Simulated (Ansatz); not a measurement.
Relaxed-ion elastic tensor of BaSnO$_{3}$ (cubic perovskite, space group No. 221) in GPa (Voigt order), DFT-PBE in the program Ansatz with PAW potentials; density 6.93 g/cm³, 14.57 Å³ per atom.

```
 250  76.2  76.2   0.0   0.0   0.0
76.2   250  76.2   0.0   0.0   0.0
76.2  76.2   250   0.0   0.0   0.0
 0.0   0.0   0.0  89.6   0.0   0.0
 0.0   0.0   0.0   0.0  89.6   0.0
 0.0   0.0   0.0   0.0   0.0  89.6
```

Task: Is the crystal mechanically stable?

Result: Yes: the smallest eigenvalue of C is 89.6 GPa.

Task: Work out the Voigt, Reuss and Hill averages.

Result: K_V = 134, K_R = 134, K_H = 134; G_V = 88.6, G_R = 88.5, G_H = 88.6 GPa.

Task: Give Young's modulus, Poisson's ratio, Pugh's ratio and the universal anisotropy index.

Result: E = 9KG/(3K + G) = 218 GPa; ν = 0.23; K/G = 1.51 (brittle by the Pugh limit of 1.75); A_U = 5G_V/G_R + K_V/K_R − 6 = 0.00.

Task: Estimate the sound speeds and the Debye temperature.

Result: v_l = √((K + 4G/3)/ρ) = 6030 m/s, v_t = √(G/ρ) = 3570 m/s, mean 3960 m/s; Θ = (h/k)(3n/4πV)^(1/3) v_m = 483 K.

Task: Give the Zener ratio and Young's modulus along [100], [110] and [111].

Result: A = 2C44/(C11 − C12) = 1.03; 1/E = S11 − 2(S11 − S12 − S44/2)Γ with Γ = 0, 1/4, 1/3 gives 215, 219, 220 GPa.

Task: Solve the Christoffel equation for the three sound speeds along [100], [110], [111].

Result: Eigenvalues of C_ijkl n_j n_l equal ρv². In km/s, slowest first: [100] 3.60, 3.60, 6.01; [110] 3.54, 3.60, 6.04; [111] 3.56, 3.56, 6.05.

Space group Pm-3m (cubic perovskite). The PBE relaxation kept the symmetry of its start. At this level the phase is dynamically unstable (imaginary phonons). Spin–orbit coupling is left out wherever it is not named.

Potentials: the later of the program's two PAW sets.
